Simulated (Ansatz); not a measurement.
# CdS (Hawleyite): the HSE06 gap against the k mesh of the hybrid

How far can the k mesh of the hybrid be lowered for the gap of CdS (Hawleyite)?

Method: DFT, HSE06, plane waves, PAW; PAW set soft_1, in Ansatz 0.2.0.

## 1. Set-up

Symmetry: F-43m, No. 216, cubic system. The conventional cell has a = 5.833 Å, b = 5.833 Å, c = 5.833 Å, α = 90.00°, β = 90.00°, γ = 90.00°. Cd has 4 S at 2.53 Å nearest. S has 4 Cd at 2.53 Å nearest. Farther neighbours and most contacts between anions are not listed.

Structure file:

```cif
data_structure
_symmetry_space_group_name_H-M 'P 1'
_symmetry_Int_Tables_number 1
_cell_length_a 4.1246
_cell_length_b 4.1246
_cell_length_c 4.1246
_cell_angle_alpha 60.000
_cell_angle_beta 60.000
_cell_angle_gamma 60.000
_cell_volume 49.62
loop_
_atom_site_label
_atom_site_type_symbol
_atom_site_fract_x
_atom_site_fract_y
_atom_site_fract_z
_atom_site_occupancy
Cd1 Cd 0.00000 0.00000 0.00000 1
S2 S 0.25000 0.25000 0.25000 1
```

The cell and positions come from the Crystallography Open Database and are kept as given unless a step says otherwise.

## 2. k mesh of the hybrid: 2×2×2

The input, input.yaml:

```yaml
crystal:
  lattice:
    - [0.0, 2.9165, 2.9165]
    - [2.9165, 0.0, 2.9165]
    - [2.9165, 2.9165, 0.0]
  atoms:
    - { symbol: Cd, position: [0.0, 0.0, 0.0] }
    - { symbol: S, position: [0.25, 0.25, 0.25] }
kpoints:
  mp_grid: { grid: [2, 2, 2] }
  band_path:
    path:
      - [0.0, 0.0, 0.0]
      - [-0.5, -0.5, 0.0]
      - [-0.375, -0.375, 0.25]
      - [-0.375, 0.0, 0.375]
      - [0.0, 0.0, 0.5]
      - [-0.5, -0.25, 0.25]
    npoints: 1
hamiltonian:
  xc: hse06
  pseudopotentials: { kind: paw, azcp: { folder: soft_1 } }
scf:
  occupations: { method: fixed }
  n_extra_bands: 4
output:
  eigenvalues: true
```

Run with:

```bash
ansatz run input.yaml --threads 3 --pin off --max-ram 92160MiB --backend cuda --events-out ev --progress --plain --runs-dir out --devices 1 --max-vram 13GiB
```

Numbers of over 12 decimals in the logs are rounded to 6 here.

What it wrote:

```text
scf.n_extra_bands = 4 over 13 filled bands (N_el = 26.0): the run solves 17 bands
exact exchange: scf.exx.singularity resolves to wigner_seitz, which cuts the screened interaction at the faces of the exchange supercell's Wigner-Seitz cell, so that each pair interacts once, at the shortest of its separations (the periodic images that this leaves out come, for a point-like exchange hole, to about 0.081 eV on a filled level). The cut falls within the interaction's reach, and what an exchange supercel [...]
GPUs: using 1 of 1 available (devices: 1).
Engine: ansatz 0.2.0, x86_64-unknown-linux-gnu
Pseudopotentials: kind: paw
Pseudopotential: Cd, paw, valence charge 20, recommended cutoff 420 eV (normal), soft_1/Cd.paw.azcp
Pseudopotential: S, paw, valence charge 6, recommended cutoff 420 eV (normal), soft_1/S.paw.azcp
Functional definition: HSE06
  parameter a = 0.25
  parameter omega = 0.11/bohr
  exchange = pbe_x - a*pbe_x_sr(omega) + a*exact_x_sr(omega)
  correlation = pbe_c
davidson cushion auto → on  (no smearing: the cushion is to keep the highest requested band from converging to the state above it; pin scf.eigensolver.cushion to override)
device memory: the entry about to start is reckoned to put 0.8 GiB on a device that reports 53.9 GiB free (of which the cap on the GPU budget leaves the run 13.0 GiB)
GPU FFT provider: cuFFT
GPU libraries: cuBLAS 13.8.2, cuFFT 12.4.0, cuSOLVER 12.3.4
Crystal: 2 atoms, lattice volume = 49.615 Å³
Basis set: ecut = 420 eV, 941 PW (Γ)
Bands: 17, of which v1, the nominal top of the filled ones, is band 13 counted from 1 (12 counted from 0)
Symmetry: 24 space group operations
Space group: F-43m (ITA 216), of the structure as read, at distance tolerance 3.7e-5 Å
k-points: 3 of 8
Non-local potential: Cd, projectors of the file, l = 0: 3, l = 1: 2, l = 2: 2, l = 3: 1
Non-local potential: S, projectors of the file, l = 0: 2, l = 1: 2, l = 2: 1
PAW form: soft (Blöchl's): semilocal exchange-correlation on the pseudo side does not see the compensation charge
PAW frozen core: Cd, regenerated for the run's functional, and the local potential with it (the file was generated under x = pbe(κ = 0.804, μ = 0.219515), c = pbe(β = 0.066725))
PAW frozen core: S, regenerated for the run's functional, and the local potential with it (the file was generated under x = pbe(κ = 0.804, μ = 0.219515), c = pbe(β = 0.066725))
PAW one-centre angular grid: Cd, 590 points (default); XC on 64 Gauss nodes
PAW one-centre angular grid: S, 110 points (default); XC on 64 Gauss nodes
Initial density: superposition of atomic densities (chi_scale 0.1, normalization cell, long waves kept (reshape's long-wave potential 0.00 eV rms))
Initial wavefunctions: pseudopotential atomic-orbital guess
GPU buffer pool allocated for 27000 grid points (all kernels)
GPU transforms: local potential and band sums: pruned to the plane-wave sphere, on 25×27×27
Functional: x = pbe(κ = 0.804, μ = 0.219515), c = pbe(β = 0.066725), warm-up for x = pbe(κ = 0.804, μ = 0.219515) + 0.25 (exact − pbe) at short range (hse, ω = 0.207870 Å⁻¹), c = pbe(β = 0.066725); HSE06 as pw.x's `hse` composes it (authors' and Libxc's form: `xc: wpbeh`)
SCF iter   1: F=—  HF=-9157.080196 eV  |F-HF|=—  |Δ(HF+E_count)|=         —  Δρ=3.40e-2  dr2=7.23e-1  ethr=1.00e-1  ⟨swp⟩=6.3  Hψ=165  notcnv=0
preconditioner: auto → none  [insulator: Δε(μ)=1.356 eV  Ē_g=12.585 eV  n_scr=14 (ndim 8)  ℏωp=22.4 eV  f_vac=0.063]
iter 2 solved again at ethr=2.40e-4 eV; its pass at ethr=2.78e-3 eV (dr2=6.24e-2 eV) is discarded
SCF iter   2: F=—  HF=-9156.926470 eV  |F-HF|=—  |Δ(HF+E_count)|=   1.54e-1  Δρ=1.50e-2  dr2=6.19e-2  ethr=2.40e-4  ⟨swp⟩=3.0  Hψ=256  notcnv=0
SCF iter   3: F=—  HF=-9156.929046 eV  |F-HF|=—  |Δ(HF+E_count)|=   2.58e-3  Δρ=6.64e-3  dr2=1.27e-2  ethr=2.38e-4  ⟨swp⟩=3.0  Hψ=119  notcnv=0
SCF iter   4: F=—  HF=-9156.932514 eV  |F-HF|=—  |Δ(HF+E_count)|=   3.47e-3  Δρ=2.04e-3  dr2=1.76e-3  ethr=4.89e-5  ⟨swp⟩=3.0  Hψ=138  notcnv=0
[...]
Frozen-core exchange: fock
SCF iter   1: F=—  HF=-9161.378545 eV  |F-HF|=—  |Δ(HF+E_count)|=         —  Δρ=6.65e-3  dr2=1.76e-2  ethr=1.47e-6  ⟨swp⟩=6.3  Hψ=255  notcnv=0
preconditioner: auto → none  [insulator: Δε(μ)=2.224 eV  Ē_g=14.491 eV  n_scr=14 (ndim 8)  ℏωp=22.4 eV  f_vac=0.165]
SCF iter   2: F=—  HF=-9161.373738 eV  |F-HF|=—  |Δ(HF+E_count)|=   4.81e-3  Δρ=1.68e-3  dr2=1.43e-3  ethr=1.47e-6  ⟨swp⟩=4.0  Hψ=197  notcnv=0
SCF iter   3: F=—  HF=-9161.379402 eV  |F-HF|=—  |Δ(HF+E_count)|=   5.66e-3  Δρ=1.38e-3  dr2=6.53e-4  ethr=1.47e-6  ⟨swp⟩=4.0  Hψ=177  notcnv=0
SCF iter   4: F=—  HF=-9161.379295 eV  |F-HF|=—  |Δ(HF+E_count)|=   1.07e-4  Δρ=4.31e-4  dr2=6.07e-5  ethr=1.47e-6  ⟨swp⟩=3.0  Hψ=122  notcnv=0
SCF iter   5: F=—  HF=-9161.379402 eV  |F-HF|=—  |Δ(HF+E_count)|=   1.07e-4  Δρ=1.52e-4  dr2=8.55e-6  ethr=2.02e-7  ⟨swp⟩=3.0  Hψ=145  notcnv=0
SCF iter   6: F=-9161.379399 eV  HF=-9161.379399 eV  |F-HF|=1.17e-8  |Δ(HF+E_count)|=   2.81e-6  Δρ=1.39e-5  dr2=7.29e-7  ethr=3.03e-8  ⟨swp⟩=3.0  Hψ=140  notcnv=0
SCF 2 stopped early in 6 iterations: F = -9161.379399 eV  dr2 = 7.29e-7
  greatest PAW one-centre occupation: 1.001 electrons in one spin orbital (limit 2), on the Cd atom at site 0 (counted from 0), in its partial waves of l = 1
hybrid outer 1: dexx = +6.779e-3 eV, tail = 2.80e-5 eV
GPU FFT provider: cuFFT
GPU libraries: cuBLAS 13.8.2, cuFFT 12.4.0, cuSOLVER 12.3.4
GPU buffer pool allocated for 27000 grid points (all kernels)
GPU transforms: local potential and band sums: pruned to the plane-wave sphere, on 25×27×27
Exchange kernel: α = 0.2500, screened, ω = 0.2079 Å⁻¹, Wigner–Seitz truncation, v(0) = 736.1650 eV·Å³, q-mesh 2×2×2, nearest image of the exchange supercell L = 8.25 Å, pair-density grid 15×15×15, without the augmentation charges, whose exchange is taken in its separable form by FFT convolution over the k-point mesh (sized by the pseudopotential files, 24×24×24 at the most), smooth part of the exact exchange by density-matrix convolution in up to 201.4 MiB of GPU memory as planned if the GPU has room (build and FFT work areas not counted)
Frozen-core exchange: fock
SCF iter   1: F=—  HF=-9161.379491 eV  |F-HF|=—  |Δ(HF+E_count)|=         —  Δρ=4.09e-5  dr2=2.19e-7  ethr=5.39e-7  ⟨swp⟩=3.0  Hψ=121  notcnv=0
preconditioner: auto → none  [insulator: Δε(μ)=2.241 eV  Ē_g=14.420 eV  n_scr=14 (ndim 8)  ℏωp=22.4 eV  f_vac=0.169]
SCF iter   2: F=-9161.379491 eV  HF=-9161.379491 eV  |F-HF|=4.02e-9  |Δ(HF+E_count)|=   3.07e-8  Δρ=1.43e-5  dr2=4.37e-8  ethr=8.04e-10  ⟨swp⟩=4.0  Hψ=168  notcnv=0
SCF 3 converged in 2 iterations: F = -9161.379491 eV  dr2 = 4.37e-8
hybrid outer 2: dexx = +2.194e-7 eV, tail = 1.12e-7 eV, Δε = 3.58e-3 eV (about 2.84e-4 eV left of the loop's levels)
device memory: the entry about to start is reckoned to put 0.3 GiB on a device that reports 54.8 GiB free (of which the cap on the GPU budget leaves the run 13.0 GiB)
NSCF: frozen V_eff on 6 k-points
hybrid SCF converged: 2 outer / 8 inner (+5 warm-up), last move |dexx| = 2.19e-7 eV, tail = 1.12e-7 eV
Stability not checked: this state was not tested for a lower state beside it, because the functional holds exact exchange (a hybrid, or Hartree-Fock), whose exchange loop this test does not read (fock_operator; see scf.lower_state_search)
Free energy (F): -9161.379491 eV
Frozen-core exchange: fock
Harris-Foulkes:  -9161.379491 eV  (|F-HF|=4.02e-9)
Internal energy: -9161.379491 eV  (E = F + TS)
E sigma→0 (E₀):  -9161.379491 eV
Fermi energy:    6.469398 eV
--- Per-component energies (eV) ---
  E_band       = -568.068892
  E_kinetic    = 549.610467
  E_local      = -4044.053225  (includes V_loc(G=0)·N_el)
  E_nonlocal   = 154.077566
  E_hartree    = 1844.294041
  E_xc         = -197.390544
  E_vxc        = -222.833666  (∫ρ·V_xc dr)
  E_exx        = -99.943515  (= α·E_x^exact, valence–valence)
  E_paw        = -4662.297970  (= ΣΔE_a)
  E_vpaw       = -493.566812  (= ΣTr[D̂ρ^β])
  E_aug_tail   = 0.000348  (compensation charges beyond the density's cutoff)
  E_ewald      = -2704.981299
  E_core_change = -0.695359  (= ΣΔE_core)
  E_smearing   = -0.000000  (= −TS)
  E_closure    = -0.000000  (closes the sum)
  Σ components = -9161.379491   (vs F -9161.379491, Δ=0.00e0)
--- Band table (eV) ---
  k-point 0: bands = [... 9 lower, -2.1838, 6.4694, 6.4694, 6.4694, 8.7109, 14.0924, 14.0924, 14.0924]
  k-point 1: bands = [... 9 lower, -1.7285, 1.8264, 5.6699, 5.6699, 10.5810, 14.5397, 14.5397, 15.1397]
  k-point 2: bands = [... 9 lower, -1.6250, 2.2643, 4.4736, 4.4736, 10.8875, 11.9212, 17.0332, 18.6883]
```

Run time: 11 s. Hardware: 1 × NVIDIA H100 80GB HBM3 (shared by 6 runs) with 3 threads of AMD EPYC 7R13 (Zen 3), shared host; peak memory 1 GiB; 6.6 s of CPU time.

This step gave:

* gap: 2.242 eV
* valence top at: Γ
* conduction bottom at: Γ
* least direct gap: 2.242 eV
* exact-exchange fraction: 0.25

The gap is direct, at Γ.

## 3. k mesh of the hybrid: 4×4×4

Changes to input.yaml since step 2:

```diff
@@ -9,3 +9,3 @@
 kpoints:
-  mp_grid: { grid: [2, 2, 2] }
+  mp_grid: { grid: [4, 4, 4] }
   band_path:
```

What it wrote:

```text
[...]
GPUs: using 1 of 1 available (devices: 1).
[...]
GPU FFT provider: cuFFT
GPU libraries: cuBLAS 13.8.2, cuFFT 12.4.0, cuSOLVER 12.3.4
Crystal: 2 atoms, lattice volume = 49.615 Å³
Basis set: ecut = 420 eV, 941 PW (Γ)
Bands: 17, of which v1, the nominal top of the filled ones, is band 13 counted from 1 (12 counted from 0)
[... 1 set-up line as in the run before ...]
[...]
k-points: 8 of 64 (time reversal used)
[...]
Internal energy: -9162.230756 eV  (E = F + TS)
E sigma→0 (E₀):  -9162.230756 eV
Fermi energy:    6.275158 eV
[...]
--- Band table (eV; the first three rows and the last of 8) ---
  k-point 0: bands = [... 9 lower, -2.1314, 6.2752, 6.2752, 6.2752, 8.4503, 13.9781, 13.9781, 13.9781]
  k-point 1: bands = [... 9 lower, -2.1278, 3.6564, 5.8519, 5.8519, 10.1337, 13.6990, 14.5075, 14.5075]
  k-point 2: bands = [... 9 lower, -1.7091, 1.5913, 5.4713, 5.4713, 10.3880, 14.4247, 14.4247, 14.9363]
  k-point 7: bands = [... 9 lower, -1.4389, 2.1643, 3.8839, 3.9054, 12.6900, 13.0451, 14.7047, 15.3692]
[key lines of the parts left out:]
Free energy (F): -9162.230756 eV
```

It took 12 s on 1 × NVIDIA H100 80GB HBM3 (shared by 6 runs) with 3 threads; peak memory 1 GiB; 9 s of CPU time.

Numbers from this step:

| Item | Value |
| --- | --- |
| gap | 2.175 eV |
| valence top at | Γ |
| conduction bottom at | Γ |
| least direct gap | 2.175 eV |

The gap is 2.175 eV, −0.066 eV from the run before at this level.

## 4. k mesh of the hybrid: 6×6×6

Changes to input.yaml since step 3:

```diff
@@ -9,3 +9,3 @@
 kpoints:
-  mp_grid: { grid: [4, 4, 4] }
+  mp_grid: { grid: [6, 6, 6] }
   band_path:
```

What it wrote:

```text
[...]
GPUs: using 1 of 1 available (devices: 1).
[...]
GPU FFT provider: cuFFT
GPU libraries: cuBLAS 13.8.2, cuFFT 12.4.0, cuSOLVER 12.3.4
Crystal: 2 atoms, lattice volume = 49.615 Å³
Basis set: ecut = 420 eV, 941 PW (Γ)
Bands: 17, of which v1, the nominal top of the filled ones, is band 13 counted from 1 (12 counted from 0)
[... 1 set-up line as in the run before ...]
[...]
k-points: 16 of 216 (time reversal used)
[...]
E sigma→0 (E₀):  -9162.255072 eV
Fermi energy:    6.266238 eV
[...]
--- Band table (eV; the first three rows and the last of 16) ---
  k-point 0: bands = [... 9 lower, -2.1308, 6.2662, 6.2662, 6.2662, 8.4287, 13.9709, 13.9709, 13.9709]
  k-point 1: bands = [... 9 lower, -2.1317, 4.7346, 6.0471, 6.0471, 9.5852, 13.6023, 14.3104, 14.3104]
  k-point 2: bands = [... 9 lower, -2.0972, 2.6388, 5.6469, 5.6469, 10.3390, 14.1538, 14.5218, 14.5218]
  k-point 15: bands = [... 9 lower, -1.4828, 2.1248, 3.9620, 3.9823, 11.9498, 12.6213, 15.6952, 15.7939]
[key lines of the parts left out:]
Free energy (F): -9162.255072 eV
```

It took 16 s on 1 × NVIDIA H100 80GB HBM3 (shared by 6 runs) with 3 threads; peak memory 1.2 GiB.

Numbers from this step:

```
gap                  : 2.162 eV
valence top at       : Γ
conduction bottom at : Γ
least direct gap     : 2.162 eV
```

The gap is 2.162 eV, −0.013 eV from the run before at this level.

## 5. The series

Differences are against the last row; a negative gap means that bands overlap, and a run with a band path holds that path's time. Times are wall times on 1 × NVIDIA H100 80GB HBM3 (shared by 6 runs) with 3 threads of AMD EPYC 7R13 (Zen 3), shared host, good to a factor of about two.

```
k mesh of the hybrid  gap (eV)  direct gap (eV)  gap error (eV)  energy error (meV/atom)  irreducible k  time
               2×2×2     2.242            2.242          +0.079                   +437.8              3  11 s
               4×4×4     2.175            2.175          +0.013                    +12.2              8  12 s
               6×6×6     2.162            2.162          +0.000                     +0.0             16  16 s
```

## 6. What came out

```
2×2×2 : 2.242 eV
4×4×4 : 2.175 eV
6×6×6 : 2.162 eV
```

**Reading.** The gap holds to 0.02 eV from 4×4×4 on. At 2×2×2 the gap is off by +0.079 eV and the energy by +438 meV/atom. The gap is read over the mesh and added points near the edges, so meshes differ mainly through the density and, for a hybrid, the exchange operator.

[Paths, hosts, dates, memory and timing lines, banners, echoed tables and standing remarks are left out of the program output.]

[Logs are printed without paths, hosts, clocks, repeated set-up lines and the standing remarks that a program may print on its own settings, such as how far it seeks lower states.]

[Runs of the session that timed out or met a known fault of the program may be left out.]

[Cells called generated may have been cut or substituted from an entry of the Crystallography Open Database or the Materials Project.]

[Hosts, paths, dates, database ids (printed as entryN), source tags and the programs' standing remarks are cut or masked in the printed files.]
